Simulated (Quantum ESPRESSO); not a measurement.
# NaH under changes of volume

One of the cells (14.527 Å³/atom); the others are scaled copies at fixed shape and fractional positions:

```
Na H
1.0
     0.00000    2.44000    2.44000
     2.44000    0.00000    2.44000
     2.44000    2.44000    0.00000
Na H
1 1
Direct
  0.00000 0.00000 0.00000
  0.50000 0.50000 0.50000
```

* Program: Quantum ESPRESSO 7.5
* Functional: PBE
* Potentials or basis: SSSP 1.3 efficiency PBE
* Cutoff: 816 eV
* Density cutoff: 6531 eV
* k mesh: 9 × 9 × 9
* Occupations: fermi-dirac, width 0.05 eV
* Spin: no spin polarisation

```tsv
volume (Å³/atom)	energy over the lowest point (meV/atom)	pressure (GPa)	gap on the mesh (eV)
13.655	?	?	?
13.946	0.22	0.4	4.09
14.236	0.00	-0.1	4.05
14.527	0.63	-0.6	4.01
14.817	2.01	-1.0	3.97
15.108	4.09	-1.3	3.94
15.398	6.80	-1.7	3.90
```

Task: What does the run at 13.655 Å³/atom give?

Result: Energy over the lowest point 1.36 meV/atom; pressure 0.9 GPa; gap on the mesh 4.13 eV.

Worked out: A Birch-Murnaghan fit of order 3 (a polynomial in V^(-2/3)) to the other rows has its minimum at 14.16 Å³/atom with B0 = V·E''(V) = 23 GPa and B' = 3.6. It gives 1.36 meV/atom at 13.655 Å³/atom, against the run's 1.36, and -dE/dV = 0.9 GPa, against 0.9. A straight line through the other rows of the gap, of slope -1.9 eV per unit of ln V, extrapolates to 4.13 eV, against the run's 4.13.

Energies are extrapolated to zero smearing.

Caveats: an odd mesh through Γ misses points on the zone boundary, where band edges often lie.
